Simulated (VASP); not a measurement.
# CClH3 in VASP: further runs

Aim: see how the results for CClH3 move with the level of theory and the settings. Levels: PBE+D3(BJ), PBE. Tasks: relaxation of the atoms, vibrations by finite differences, single point.

Program: VASP 6.6.1. These are calculated values, not measurements. Logs are shortened: lines on timing, memory, paths and dates and some standing lists are left out, and cuts for length are marked.

## Step 1: The molecule as given

The cell holds a molecule in a box, 5 atoms: a = 12.767 Å, b = 13.267 Å, c = 13.767 Å, α = 90.00°, β = 90.00°, γ = 90.00°.

## Step 2: Relaxation of the atoms, PBE+D3(BJ)

Input file INCAR:

```
SYSTEM = H3CCl
PREC = Accurate ; ENCUT = 400
EDIFF = 1E-7 ; ISMEAR = 0
SIGMA = 0.01 ; LREAL = .FALSE.
LASPH = .TRUE. ; NELM = 80
ALGO = Normal ; ISIF = 2
LWAVE = .FALSE. ; LCHARG = .FALSE.
GGA = PE ; IVDW = 12
IBRION = 2 ; NSW = 120
EDIFFG = -0.03 ; ISYM = 0
```

Input file KPOINTS:

```
Automatic mesh
0
G
  1 1 1
  0 0 0
```

Input file POSCAR:

```
H3CCl
1.0
   12.7670747303      0.0000000000      0.0000000000
    0.0000000000     13.2670747303      0.0000000000
    0.0000000000      0.0000000000     13.7670747303
C Cl H
1 1 3
Selective dynamics
Direct
    0.4970414397      0.5134837255      0.4949221530  F F F
    0.5317696550      0.3994546309      0.5545247309  T T T
    0.5548238453      0.5703344048      0.5134764246  T T T
    0.4198111924      0.5358591176      0.5198776601  T T T
    0.4965538675      0.4997117626      0.4171990315  T T T
```

Potentials or basis: VASP PAW PBE potentials, release 64 (C, Cl, H).

Started as:

```sh
> cat potpaw_PBE.64/C/POTCAR potpaw_PBE.64/Cl/POTCAR potpaw_PBE.64/H/POTCAR > POTCAR
> mpirun -np 1 vasp_gam > vasp.out
```

OUTCAR:

```text
SYSTEM = H3CCl
   PREC = Accurate
   ENCUT = 400
   EDIFF = 1E-7
   ISMEAR = 0
   LREAL = .FALSE.
   LASPH = .TRUE.
   NELM = 80
   ISIF = 2
   GGA = PE
   IVDW = 12
   IBRION = 2
   NSW = 120
   EDIFFG = -0.03
   ISYM = 0
 IVDW          = 12

 ion  position               nearest neighbor table
   1  0.497  0.513  0.495-   3 1.09   4 1.09   5 1.09   2 1.78
   2  0.532  0.399  0.555-   1 1.78
   3  0.555  0.570  0.513-   1 1.09
   4  0.420  0.536  0.520-   1 1.09
   5  0.497  0.500  0.417-   1 1.09

IMPORTANT INFORMATION: All symmetrisations will be switched off!
NOSYMM: (Re-)initialisation of all symmetry stuff for point group C_1.

----------------------------------------------------------------------------------------

                                     Primitive cell

  volume of cell :    2331.8910

  direct lattice vectors                    reciprocal lattice vectors
    12.767074730  0.000000000  0.000000000     0.078326478  0.000000000  0.000000000
     0.000000000 13.267074730  0.000000000     0.000000000  0.075374566  0.000000000
     0.000000000  0.000000000 13.767074730     0.000000000  0.000000000  0.072637072

  length of vectors
    12.767074730 13.267074730 13.767074730     0.078326478  0.075374566  0.072637072

  position of ions in fractional coordinates (direct lattice)
     0.497041440  0.513483726  0.494922153
     0.531769655  0.399454631  0.554524731
     0.554823845  0.570334405  0.513476425
     0.419811192  0.535859118  0.519877660
     0.496553867  0.499711763  0.417199031

  ion indices of the primitive-cell ions
   primitive index   ion index
                 1           1
                 2           2
                 3           3
                 4           4
                 5           5

----------------------------------------------------------------------------------------

 KPOINTS: Automatic mesh

Automatic generation of k-mesh.
 Grid dimensions read from file:
 generate k-points for:    1    1    1

 Generating k-lattice:

  Cartesian coordinates                     Fractional coordinates (reciprocal lattice)
     0.078326478  0.000000000  0.000000000     1.000000000  0.000000000  0.000000000
     0.000000000  0.075374566  0.000000000     0.000000000  1.000000000  0.000000000
     0.000000000  0.000000000  0.072637072     0.000000000  0.000000000  1.000000000

  Length of vectors
     0.078326478  0.075374566  0.072637072

  Shift w.r.t. Gamma in fractional coordinates (k-lattice)
     0.000000000  0.000000000  0.000000000

 Subroutine IBZKPT returns following result:
 ===========================================

 Found      1 irreducible k-points:

 Following reciprocal coordinates:
            Coordinates               Weight
  0.000000  0.000000  0.000000      1.000000
   k-points           NKPTS =      1   k-points in BZ     NKDIM =      1   number of bands    NBANDS=     11
   number of dos      NEDOS =    301   number of ions     NIONS =      5
   total plane-waves  NPLWV = 680400
   dimension x,y,z NGX =    84 NGY =   90 NGZ =   90
   dimension x,y,z NGXF=   168 NGYF=  180 NGZF=  180
   ions per type =               1   1   3
   NGX,Y,Z   is equivalent  to a cutoff of  10.94, 11.28, 10.87 a.u.
   NGXF,Y,Z  is equivalent  to a cutoff of  21.88, 22.56, 21.74 a.u.
 SYSTEM =  H3CCl
   PREC   = accura    normal or accurate (medium, high low for compatibility)
   ISTART =      0    job   : 0-new  1-cont  2-samecut
   ICHARG =      2    charge: 1-file 2-atom 10-const
   ISPIN  =      1    spin polarized calculation?
   LNONCOLLINEAR =      F non collinear calculations
   LSORBIT =      F    spin-orbit coupling
   LASPH  =      T    aspherical Exc in radial PAW
   ENCUT  =  400.0 eV  29.40 Ry    5.42 a.u.  20.82 21.64 22.45*2*pi/ulx,y,z
   NELM   =     80;   NELMIN=  2; NELMDL= -5     # of ELM steps
   EDIFF  = 0.1E-06   stopping-criterion for ELM
   LREAL  =      F    real-space projection
   EDIFFG = -.3E-01   stopping-criterion for IOM
   NSW    =    120    number of steps for IOM
   IBRION =      2    ionic relax: 0-MD 1-quasi-New 2-CG
   NFREE  =      1    steps in history (QN), initial steepest desc. (CG)
   ISIF   =      2    stress and relaxation
   ISYM   =      0    0-nonsym 1-usesym 2-fastsym
   POTIM  = 0.5000    time-step for ionic-motion
   TEBEG  =    0.0;   TEEND  =   0.0 temperature during run
   PSTRESS=    0.0 pullay stress
   NELECT =      14.0000    total number of electrons
   NUPDOWN=      -1.0000    fix difference up-down
   EMIN   =  10.00;   EMAX   =-10.00  energy-range for DOS
   EFERMI =   0.00;   METHOD = LEGACY
   ISMEAR =     0;   SIGMA  =   0.01  broadening in eV -4-tet -1-fermi 0-gaus
   EFERMI_NEDOS =   21; number of points for ismear=-14 and -15
   IALGO  =     38    algorithm
   IMIX   =      4    mixing-type and parameters
     AMIX     =   0.40;   BMIX     =  1.00
     AMIX_MAG =   1.60;   BMIX_MAG =  1.00
  volume/ion in A,a.u.               =     466.38      3147.28
  Fermi-wavevector in a.u.,A,eV,Ry     =   0.297542  0.562273  1.204540  0.088531
  Thomas-Fermi vector in A             =   1.163129
   LORBIT       =      0    0 simple, 1 ext, 2 COOP (PROOUT), +10 PAW based schemes
   GGA     = PE    functional components
   LHFCALC =     F    Hartree Fock is set to
   AEXX    =    0.0000 exact exchange contribution
   IVDW    =    12    specifies the selected vdW correction
   LEPSILON=     F    determine dielectric tensor
   LRPA    =     F    only Hartree local field effects (RPA)
 conjugate gradient relaxation of ions
 non-spin polarized calculation
 Gauss-broadening in eV      SIGMA  =   0.01
  energy-cutoff  :      400.00
  volume of cell :     2331.89
 maximum number of plane-waves:     21158
 NGX is ok and might be reduce to    84
   NGX = 41   NGY = 43   NGZ = 45

--------------------------------------- Ionic step        1  -------------------------------------------

 number of electron      14.0000003 magnetization

 Free energy of the ion-electron system (eV)
  ---------------------------------------------------
  ext. energy  EPLUGINS =         0.00000000
  ---------------------------------------------------
  free energy    TOTEN  =       -22.41330385 eV

  energy without entropy =      -22.41330385  energy(sigma->0) =      -22.41330385

------------------------ aborting loop because EDIFF is reached ----------------------------------------

 Edisp (eV)   -0.05988

 E8    (eV) :    -0.0181

  FORCE on cell =-STRESS in cart. coord.  units (eV):
  Direction    XX          YY          ZZ          XY          YZ          ZX
  --------------------------------------------------------------------------------------
  -------------------------------------------------------------------------------------
  Total       0.09613     0.14281     0.10920    -0.01713    -0.03125     0.00940
  in kB       0.06605     0.09812     0.07503    -0.01177    -0.02147     0.00646
  external pressure =        0.08 kB  Pullay stress =        0.00 kB

 VOLUME and BASIS-vectors are now :
 -----------------------------------------------------------------------------
  energy-cutoff  :      400.00
  volume of cell :     2331.89
      direct lattice vectors                 reciprocal lattice vectors
    12.767074730  0.000000000  0.000000000     0.078326478  0.000000000  0.000000000
     0.000000000 13.267074730  0.000000000     0.000000000  0.075374566  0.000000000
     0.000000000  0.000000000 13.767074730     0.000000000  0.000000000  0.072637072

 POSITION                                       TOTAL-FORCE (eV/Angst)
 -----------------------------------------------------------------------------------
      6.34577      6.81243      6.81363         0.053694     -0.186849      0.100606
      6.78914      5.29959      7.63418         0.052253     -0.176718      0.095838
      7.08348      7.56667      7.06907         0.194478      0.251463      0.049642
      5.35976      7.10928      7.15719        -0.286998      0.122917      0.073862
      6.33954      6.62971      5.74361        -0.013427     -0.010813     -0.319948
 -----------------------------------------------------------------------------------
    total drift:                                0.000417      0.000224     -0.000075
[... 77 lines left out ...]
 POSITION                                       TOTAL-FORCE (eV/Angst)
 -----------------------------------------------------------------------------------
      6.34577      6.81243      6.81363         0.007595     -0.026830      0.014794
      6.79077      5.29409      7.63717         0.011910     -0.039019      0.021307
      7.08954      7.57450      7.07061        -0.025441      0.011510     -0.021336
      5.35082      7.11311      7.15950         0.014043      0.021686     -0.023471
      6.33912      6.62938      5.73364        -0.008108      0.032652      0.008706
 -----------------------------------------------------------------------------------
    total drift:                                0.000506      0.000431     -0.000283

  FREE ENERGIE OF THE ION-ELECTRON SYSTEM (eV)
  ---------------------------------------------------
  free  energy   TOTEN  =       -22.4786246528 eV

  energy  without entropy=      -22.4786246528  energy(sigma->0) =      -22.47862465

--------------------------------------- Ionic step        4  -------------------------------------------

 number of electron      14.0000002 magnetization

 Free energy of the ion-electron system (eV)
  ---------------------------------------------------
  ext. energy  EPLUGINS =         0.00000000
  ---------------------------------------------------
  free energy    TOTEN  =       -22.41898681 eV

  energy without entropy =      -22.41898681  energy(sigma->0) =      -22.41898681

 E-fermi :  -6.8926     XC(G=0):  -0.4359

 val. band max:       -6.9466911395   @ k =   0.0000   0.0000   0.0000
 cond. band min:      -0.7159742254   @ k =   0.0000   0.0000   0.0000
 fundamental gap:      6.2307169141
 Fermi energy:        -6.8925655851

 k-point     1 :       0.0000    0.0000    0.0000
  band No.  band energies     occupation
      1     -21.1681      2.00000
      2     -16.6056      2.00000
      3     -10.8341      2.00000
      4     -10.8339      2.00000
      5     -10.1471      2.00000
      6      -6.9469      2.00000
      7      -6.9467      2.00000
      8      -0.7160      0.00000
      9      -0.3116      0.00000
     10       0.4438      0.00000
     11       0.5080      0.00000

------------------------ aborting loop because EDIFF is reached ----------------------------------------

 Edisp (eV)   -0.05979

 E8    (eV) :    -0.0180

  FORCE on cell =-STRESS in cart. coord.  units (eV):
  Direction    XX          YY          ZZ          XY          YZ          ZX
  --------------------------------------------------------------------------------------
  -------------------------------------------------------------------------------------
  Total      -0.35382    -0.34968    -0.35004    -0.00390    -0.00625     0.00190
  in kB      -0.24310    -0.24025    -0.24050    -0.00268    -0.00430     0.00130
  external pressure =       -0.24 kB  Pullay stress =        0.00 kB

 VOLUME and BASIS-vectors are now :
 -----------------------------------------------------------------------------
  energy-cutoff  :      400.00
  volume of cell :     2331.89
      direct lattice vectors                 reciprocal lattice vectors
    12.767074730  0.000000000  0.000000000     0.078326478  0.000000000  0.000000000
     0.000000000 13.267074730  0.000000000     0.000000000  0.075374566  0.000000000
     0.000000000  0.000000000 13.767074730     0.000000000  0.000000000  0.072637072

 POSITION                                       TOTAL-FORCE (eV/Angst)
 -----------------------------------------------------------------------------------
      6.34577      6.81243      6.81363         0.014576     -0.050789      0.027419
      6.79134      5.29222      7.63819        -0.001852      0.007906     -0.004118
      7.08853      7.57519      7.06969        -0.008969      0.011876     -0.010058
      5.35125      7.11417      7.15849         0.000746      0.014113     -0.010676
      6.33875      6.63083      5.73381        -0.004502      0.016895     -0.002567
 -----------------------------------------------------------------------------------
    total drift:                                0.000569      0.000319     -0.000169

  FREE ENERGIE OF THE ION-ELECTRON SYSTEM (eV)
  ---------------------------------------------------
  free  energy   TOTEN  =       -22.4787812420 eV

  energy  without entropy=      -22.4787812420  energy(sigma->0) =      -22.47878124

 reached required accuracy - stopping structural energy minimisation
```

Wall time 3.4 min (1 thread of AMD EPYC 7R13 (Zen 3), shared host); peak memory 1.3 GiB.

Results:

```yaml
Free_energy: -22.4788 eV
Energy_gained_by_relaxing: 1.1 meV/atom
Ionic_steps: 4
Gap_between_the_frontier_levels: 6.23 eV
Dispersion_energy_per_atom: -0.012 eV
```

Step by step:
```tsv
step	energy change (eV)	largest force (eV/Å)	pressure (GPa)
1	0.0000	0.3217	0.01
2	-0.0038	0.1911	-0.04
3	-0.0054	0.0460	-0.02
4	-0.0056	0.0595	-0.02
```

Final structure:
```
C Cl H
1.0
    12.76707    0.00000    0.00000
     0.00000   13.26707    0.00000
     0.00000    0.00000   13.76707
C Cl H
1 1 3
Direct
  0.49704 0.51348 0.49492
  0.53194 0.39890 0.55482
  0.55522 0.57098 0.51352
  0.41914 0.53623 0.51997
  0.49649 0.49980 0.41649
```

Caveat: the cutoff is under 1.25 times the usual one of these potentials, so pressure, stress and relaxed cells hold a basis-set (Pulay) error. A hybrid or GW would open this gap; PBE tends to underestimate it.

## Step 3: Vibrations by finite differences, PBE+D3(BJ)

Input file INCAR:

```
  ALGO = Normal
  EDIFF = 1E-7
  ENCUT = 400
  GGA = PE
  IBRION = 5
  ISIF = 2
  ISMEAR = 0
  ISYM = 0
  IVDW = 12
  LASPH = True
  LCHARG = False
  LREAL = False
  LWAVE = False
  NELM = 80
  NFREE = 2
  NSW = 1
  POTIM = 0.015
  PREC = Accurate
  SIGMA = 0.01
```

Input file KPOINTS:

```
k-points
0
Gamma
  1 1 1
```

Input file POSCAR:

```
H3CCl                                   
1.0
   12.7670747303      0.0000000000      0.0000000000
    0.0000000000     13.2670747303      0.0000000000
    0.0000000000      0.0000000000     13.7670747303
  C               Cl              H             
     1     1     3
Selective dynamics
Direct
0.4970414396999985  0.5134837255000022  0.4949221529999974  T T T
0.5319418036034980  0.3988986284476570  0.5548157863806302  T T T
0.5552196080397707  0.5709768752299091  0.5135217836853202  T T T
0.4191446446210799  0.5362274200617567  0.5199720914012705  T T T
0.4964919117310311  0.4997961284029513  0.4164873052750786  T T T
```

Potentials or basis: VASP PAW PBE potentials, release 64 (C, Cl, H).

Started as:

```sh
> cat potpaw_PBE.64/C/POTCAR potpaw_PBE.64/Cl/POTCAR potpaw_PBE.64/H/POTCAR > POTCAR
> mpirun -np 1 vasp_gam > vasp.out
```

Run time: 31 min. Hardware: 1 thread of AMD EPYC 7R13 (Zen 3), shared host; peak memory 1.3 GiB.

The run converged. Its results:

```yaml
Highest_phonon_frequency_at_Γ_LO-TO_splitting_left_out: 3101 cm⁻¹
Dispersion_energy_per_atom: -0.012 eV
```

Phonon frequencies in cm⁻¹ (negative: imaginary):
```
              q point                                                   frequencies
(0.000, 0.000, 0.000)  -10 -9 -2 13 14 61 713 996 997 1328 1432 1433 3004 3100 3101
```

Caveat: the cutoff is under 1.25 times the usual one of these potentials, so pressure, stress and relaxed cells hold a basis-set (Pulay) error; some modes are imaginary.

## Step 4: Single point, PBE

Input file INCAR:

```
  ALGO = Normal
  EDIFF = 1E-7
  ENCUT = 400
  GGA = PE
  ISIF = 2
  ISMEAR = 0
  ISYM = 0
  LASPH = True
  LCHARG = False
  LREAL = False
  LWAVE = False
  NELM = 80
  PREC = Accurate
  SIGMA = 0.01
```

KPOINTS is that of step 3.

Input file POSCAR:

```
H3CCl                                   
1.0
   12.7670747303      0.0000000000      0.0000000000
    0.0000000000     13.2670747303      0.0000000000
    0.0000000000      0.0000000000     13.7670747303
  C               Cl              H             
     1     1     3
Selective dynamics
Direct
     0.4970414396999985    0.5134837255000022    0.4949221529999974   F   F   F
     0.5319418036034980    0.3988986284476570    0.5548157863806302   T   T   T
     0.5552196080397707    0.5709768752299091    0.5135217836853202   T   T   T
     0.4191446446210799    0.5362274200617567    0.5199720914012705   T   T   T
     0.4964919117310311    0.4997961284029513    0.4164873052750786   T   T   T
```

Started as:

```sh
> cat potpaw_PBE.64/C/POTCAR potpaw_PBE.64/Cl/POTCAR potpaw_PBE.64/H/POTCAR > POTCAR
> mpirun -np 1 vasp_gam > vasp.out
```

Wall time 1.7 min (1 thread of AMD EPYC 7R13 (Zen 3), shared host); peak memory 1.1 GiB.

The run converged. Its results:

- Free energy: -22.4190 eV
- Largest force: 0.059 eV/Å
- Gap between the frontier levels: 6.23 eV

Forces in eV/Å, atoms in the order of the input:
```
C    0.014 -0.050  0.027
Cl  -0.001  0.003 -0.002
H   -0.009  0.013 -0.010
H    0.000  0.015 -0.011
H   -0.005  0.018 -0.004
```

Levels at points of the mesh, in eV from the valence-band top:
| k point | band 5 | band 6 | band 7 | band 8 | band 9 | band 10 |
| --- | --- | --- | --- | --- | --- | --- |
| (0.00, 0.00, 0.00) | -3.20 | 0.00 | 0.00 | 6.23 | 6.63 | 7.39 |

Caveat: the cutoff is under 1.25 times the usual one of these potentials, so pressure, stress and relaxed cells hold a basis-set (Pulay) error.

## Step 5: Summary

| task | level | cell | atoms held fixed (from 0) | gap on the mesh (eV) |
| --- | --- | --- | --- | --- |
| relaxation of the atoms | PBE+D3(BJ) | atoms relaxed | [0] | 6.23 |
| vibrations by finite differences | PBE+D3(BJ) | as given | - | - |
| single point | PBE | as given | - | 6.23 |

Alike in all rows: potentials or basis VASP PAW PBE potentials, release 64 (C, Cl, H); no spin polarisation; k mesh 1 × 1 × 1; cutoff (eV) 400; smearing gaussian 0.01 eV.

Caveats: the cutoff is under 1.25 times the usual one of these potentials, so pressure, stress and relaxed cells hold a basis-set (Pulay) error; some modes are imaginary (some runs).

Absolute energies hang on the potentials; compare differences alone.
